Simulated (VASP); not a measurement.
# Se (P3_121) in VASP: further runs

The runs below take Se through relaxation of cell and atoms, with PBE+D3(BJ).

All numbers are computed with VASP 6.6.1; they aren't measurements. Logs are shortened: lines on timing, memory, paths and dates and some standing lists are left out, and cuts for length are marked.

## 1. The structure

The structure is trigonal, space group P3_121 (No. 152). The conventional cell has a = 4.366 Å, b = 4.366 Å, c = 4.954 Å, α = 90.00°, β = 90.00°, γ = 120.00°. Se (site symmetry 2) is surrounded by 2 Se at 2.37 Å.

## 2. Relaxation of cell and atoms, PBE+D3(BJ)

The input, INCAR:

```
PREC = Accurate
ENCUT = 600
EDIFF = 1E-6
ISMEAR = 0
SIGMA = 0.03
LREAL = F
LASPH = T
NELM = 80
ALGO = Normal
ISIF = 3
LWAVE = F
LCHARG = F
GGA = PE
IVDW = 12
IBRION = 2
NSW = 90
EDIFFG = -0.01
```

The input, KPOINTS:

```
Automatic mesh
0
Gamma
  9 9 6
```

The input, POSCAR:

```
Se
1.0
    4.3662000000      0.0000000000      0.0000000000
   -2.1831000000      3.7812401200      0.0000000000
    0.0000000000      0.0000000000      4.9536000000
Se
3
Direct
    0.2254000000      0.0000000000      0.3333333300
    0.0000000000      0.2254000000      0.6666666700
    0.7746000000      0.7746000000      0.0000000000
```

Potentials or basis: VASP PAW PBE potentials, release 64 (Se).

Command:

```
$ cat potpaw_PBE.64/Se/POTCAR > POTCAR
$ mpirun -np 1 vasp_std > vasp.out
```

OUTCAR:

```text
PREC = Accurate
   ENCUT = 600
   EDIFF = 1E-6
   ISMEAR = 0
   LREAL = F
   LASPH = T
   NELM = 80
   ISIF = 3
   GGA = PE
   IVDW = 12
   IBRION = 2
   NSW = 90
   EDIFFG = -0.01
 IVDW          = 12

 ion  position               nearest neighbor table
   1  0.225  0.000  0.333-   3 2.37   2 2.37
   2  0.000  0.225  0.667-   3 2.37   1 2.37
   3  0.775  0.775  0.000-   1 2.37   2 2.37

  LATTYP: Found a hexagonal cell.
 ALAT       =     4.3662000000
 C/A-ratio  =     1.1345334616

  Lattice vectors:

 A1 = (   4.3662000000,   0.0000000000,   0.0000000000)
 A2 = (  -2.1831000000,   3.7812401200,   0.0000000000)
 A3 = (   0.0000000000,   0.0000000000,   4.9536000000)

Analysis of symmetry for initial positions (statically):
=====================================================================
 Subroutine PRICEL returns:
 Original cell was already a primitive cell.

 Routine SETGRP: Setting up the symmetry group for a
 hexagonal supercell.

 Subroutine GETGRP returns: Found  6 space group operations
 (whereof  2 operations were pure point group operations)
 out of a pool of 24 trial point group operations.

The static configuration has the point symmetry C_2 .
 The point group associated with its full space group is D_3 .

Analysis of symmetry for dynamics (positions and initial velocities):
=====================================================================
 Subroutine PRICEL returns:
 Original cell was already a primitive cell.

 Routine SETGRP: Setting up the symmetry group for a
 hexagonal supercell.

 Subroutine GETGRP returns: Found  6 space group operations
 (whereof  2 operations were pure point group operations)
 out of a pool of 24 trial point group operations.

The dynamic configuration has the point symmetry C_2 .
 The point group associated with its full space group is D_3 .

 Subroutine INISYM returns: Found  6 space group operations
 (whereof  2 operations are pure point group operations),
 and found     1 'primitive' translations

----------------------------------------------------------------------------------------

                                     Primitive cell

  volume of cell :      81.7822

  direct lattice vectors                    reciprocal lattice vectors
     4.366200000  0.000000000  0.000000000     0.229032110  0.132231750  0.000000000
    -2.183100000  3.781240120  0.000000000     0.000000000  0.264463501  0.000000000
     0.000000000  0.000000000  4.953600000     0.000000000  0.000000000  0.201873385

  length of vectors
     4.366200000  4.366200002  4.953600000     0.264463501  0.264463501  0.201873385

  position of ions in fractional coordinates (direct lattice)
     0.225400000  0.000000000  0.333333330
     0.000000000  0.225400000  0.666666670
     0.774600000  0.774600000  0.000000000
[... 93 lines left out ...]
   ISMEAR =     0;   SIGMA  =   0.03  broadening in eV -4-tet -1-fermi 0-gaus
   EFERMI_NEDOS =   21; number of points for ismear=-14 and -15
   IALGO  =     38    algorithm
   IMIX   =      4    mixing-type and parameters
     AMIX     =   0.40;   BMIX     =  1.00
     AMIX_MAG =   1.60;   BMIX_MAG =  1.00
  volume/ion in A,a.u.               =      27.26       183.96
  Fermi-wavevector in a.u.,A,eV,Ry     =   0.988430  1.867862 13.292817  0.976995
  Thomas-Fermi vector in A             =   2.119956
   LORBIT       =      0    0 simple, 1 ext, 2 COOP (PROOUT), +10 PAW based schemes
   GGA     = PE    functional components
   LHFCALC =     F    Hartree Fock is set to
   AEXX    =    0.0000 exact exchange contribution
   IVDW    =    12    specifies the selected vdW correction
   LEPSILON=     F    determine dielectric tensor
   LRPA    =     F    only Hartree local field effects (RPA)
 conjugate gradient relaxation of ions
 non-spin polarized calculation
 Gauss-broadening in eV      SIGMA  =   0.03
  energy-cutoff  :      600.00
  volume of cell :       81.78
 maximum number of plane-waves:      2756
 NGX is ok and might be reduce to    36
   NGX = 17   NGY = 17   NGZ = 19

--------------------------------------- Ionic step        1  -------------------------------------------

 number of electron      18.0000000 magnetization

 Free energy of the ion-electron system (eV)
  ---------------------------------------------------
  ext. energy  EPLUGINS =         0.00000000
  ---------------------------------------------------
  free energy    TOTEN  =       -10.47005341 eV

  energy without entropy =      -10.47005341  energy(sigma->0) =      -10.47005341

------------------------ aborting loop because EDIFF is reached ----------------------------------------

 Edisp (eV)   -0.94632

 E8    (eV) :    -0.3892
[... 108 lines left out ...]
  FREE ENERGIE OF THE ION-ELECTRON SYSTEM (eV)
  ---------------------------------------------------
  free  energy   TOTEN  =       -11.4317445182 eV

  energy  without entropy=      -11.4317445182  energy(sigma->0) =      -11.43174452

[... ionic steps 4 to 12 ...]

--------------------------------------- Ionic step       13  -------------------------------------------

 number of electron      17.9999999 magnetization

------------------------ aborting loop because EDIFF is reached ----------------------------------------
[... 77 lines left out ...]
--------------------------------------- Ionic step       15  -------------------------------------------

 number of electron      17.9999999 magnetization

 Free energy of the ion-electron system (eV)
  ---------------------------------------------------
  ext. energy  EPLUGINS =         0.00000000
  ---------------------------------------------------
  free energy    TOTEN  =       -10.42333570 eV

  energy without entropy =      -10.42333570  energy(sigma->0) =      -10.42333570

 E-fermi :   3.8061     XC(G=0):  -9.4363

 val. band max:        3.6791251521   @ k =   0.3333   0.3333   0.5000
 cond. band min:       4.1932907177   @ k =   0.3333   0.3333   0.5000
 fundamental gap:      0.5141655657
 Fermi energy:         3.8061123431

 k-point     1 :       0.0000    0.0000    0.0000
  band No.  band energies     occupation
      1     -12.2623      2.00000
      2      -8.2282      2.00000
      3      -8.2282      2.00000
      4       0.0582      2.00000
      5       0.2554      2.00000
      6       0.2554      2.00000
      7       1.8254      2.00000
      8       1.8254      2.00000
      9       3.1565      2.00000
     10       5.1483      0.00000
     11       5.1483      0.00000
     12       5.7462      0.00000
     13      10.0985      0.00000
[... 354 lines left out ...]
  band No.  band energies     occupation
      1     -11.6342      2.00000
      2      -9.2357      2.00000
      3      -7.5136      2.00000
      4      -1.6345      2.00000
      5      -1.1270      2.00000
      6       0.0631      2.00000
      7       1.5415      2.00000
      8       2.3176      2.00000
      9       3.0383      2.00000
     10       5.0291      0.00000
     11       5.7411      0.00000
     12       6.0909      0.00000
     13       9.0005      0.00000

 [... further k-points ...]

------------------------ aborting loop because EDIFF is reached ----------------------------------------

 Edisp (eV)   -1.06919

 E8    (eV) :    -0.4418
[... 26 lines left out ...]
  FREE ENERGIE OF THE ION-ELECTRON SYSTEM (eV)
  ---------------------------------------------------
  free  energy   TOTEN  =       -11.4925258287 eV

  energy  without entropy=      -11.4925258286  energy(sigma->0) =      -11.49252583

 reached required accuracy - stopping structural energy minimisation
```

Run time: 3.2 min. Hardware: 1 thread of Intel Xeon 6975P-C (Granite Rapids), shared host; peak memory 0.28 GiB.

What came out:

| Quantity | Value |
| --- | --- |
| Free energy | -11.4925 eV |
| Relaxed volume | 24.48 Å³/atom |
| Relaxed cell | a = 4.065 Å, b = 4.065 Å, c = 5.134 Å, α = 90.00°, β = 90.00°, γ = 120.00° |
| Space group after relaxing (to 0.05 Å) | P3_121 (No. 152) |
| Energy gained by relaxing | 25.4 meV/atom |
| Ionic steps | 15 |
| Pressure after relaxing | 0.0 GPa |
| Band gap on the k mesh | 0.51 eV, direct |
| Dispersion energy per atom | -0.356 eV |

Forces in eV/Å, atoms in the order of the input:
```
Se   0.003  0.000  0.000
Se  -0.001  0.002  0.000
Se  -0.001 -0.002  0.000
```

The path:
```tsv
step	energy change (eV)	largest force (eV/Å)	pressure (GPa)	volume (Å³)
1	0.0000	0.4482	0.86	81.78
2	-0.0111	0.0980	-1.80	83.51
3	-0.0154	0.0793	-0.92	82.90
4	-0.0280	0.0821	-0.82	81.61
5	-0.0585	0.1045	-0.28	77.77
6	-0.0600	0.1864	2.15	70.28
7	-0.0717	0.1570	0.73	74.05
8	-0.0747	0.0748	-0.61	73.96
9	-0.0759	0.0015	-0.16	74.00
10	-0.0759	0.0011	-0.18	74.00
11	-0.0761	0.0056	-0.10	73.67
12	-0.0761	0.0093	-0.03	73.35
13	-0.0761	0.0071	-0.06	73.48
14	-0.0761	0.0100	0.06	73.43
15	-0.0762	0.0026	0.01	73.45
```

Final structure:
```cif
data_structure
_symmetry_space_group_name_H-M 'P 1'
_symmetry_Int_Tables_number 1
_cell_length_a 4.0647
_cell_length_b 4.0647
_cell_length_c 5.1337
_cell_angle_alpha 90.000
_cell_angle_beta 90.000
_cell_angle_gamma 120.000
_cell_volume 73.45
loop_
_atom_site_label
_atom_site_type_symbol
_atom_site_fract_x
_atom_site_fract_y
_atom_site_fract_z
_atom_site_occupancy
Se1 Se 0.24775 0.00000 0.33333 1
Se2 Se 0.00000 0.24775 0.66667 1
Se3 Se 0.75225 0.75225 0.00000 1
```

Caveat: an odd mesh through Γ misses points on the zone boundary, where band edges often lie; the volume moved by -10 % from the deposited cell, more than functionals usually miss.

## 3. Relaxation of cell and atoms, PBE+D3(BJ)

This run uses another cell than the first one, of 24.48 Å³/atom, 0.898 times its volume.

Edit INCAR of step 2 so:

```diff
@@ -2,3 +2,3 @@
 ENCUT = 600
-EDIFF = 1E-6
+EDIFF = 1E-7
 ISMEAR = 0
@@ -16,2 +16,2 @@
 NSW = 90
-EDIFFG = -0.01
+EDIFFG = -0.005
```

KPOINTS is that of step 2.

The input, POSCAR:

```
Se                                      
1.0
    4.0646724091      0.0000000000      0.0000000000
   -2.0323362046      3.5201095660      0.0000000000
   -0.0000000000      0.0000000000      5.1336898780
  Se            
     3
Direct
     0.2477491649870685    0.0000000000000000    0.3333333300000021
     0.0000000000000018    0.2477491649870721    0.6666666699999979
     0.7522508350129296    0.7522508350129279    0.0000000000000000
```

Potentials or basis: VASP PAW PBE potentials, release 64 (Se).

Command:

```
$ cat potpaw_PBE.64/Se/POTCAR > POTCAR
$ mpirun -np 1 vasp_std > vasp.out
```

Run time: 22 s. Hardware: 1 thread of Intel Xeon 6975P-C (Granite Rapids), shared host; peak memory 0.24 GiB.

The run converged. Its results:

| Item | Value |
| --- | --- |
| Free energy | -11.4921 eV |
| Pressure after relaxing | 0.0 GPa |
| Band gap on the k mesh | 0.51 eV, direct |
| Dispersion energy per atom | -0.356 eV |

Forces on the atoms (eV/Å):
```
Se   0.003  0.000  0.000
Se  -0.001  0.002  0.000
Se  -0.001 -0.002  0.000
```

Final structure:
```yaml
crystal:
  lattice:
    - [4.06467, 0.00000, 0.00000]
    - [-2.03234, 3.52011, 0.00000]
    - [0.00000, 0.00000, 5.13369]
  atoms:
    - { symbol: Se, position: [0.24775, 0.00000, 0.33333] }
    - { symbol: Se, position: [0.00000, 0.24775, 0.66667] }
    - { symbol: Se, position: [0.75225, 0.75225, 0.00000] }
```

Levels at points of the mesh, in eV from the valence-band top:
```
           k point  band 7  band 8  band 9  band 10  band 11  band 12
(0.00, 0.00, 0.00)   -1.85   -1.85   -0.52     1.47     1.47     2.07
(0.00, 0.00, 0.50)   -1.37   -1.33   -1.33     0.94     0.97     0.97
```

Caveat: the relaxation stopped at its first step, so nothing moved; an odd mesh through Γ misses points on the zone boundary, where band edges often lie.
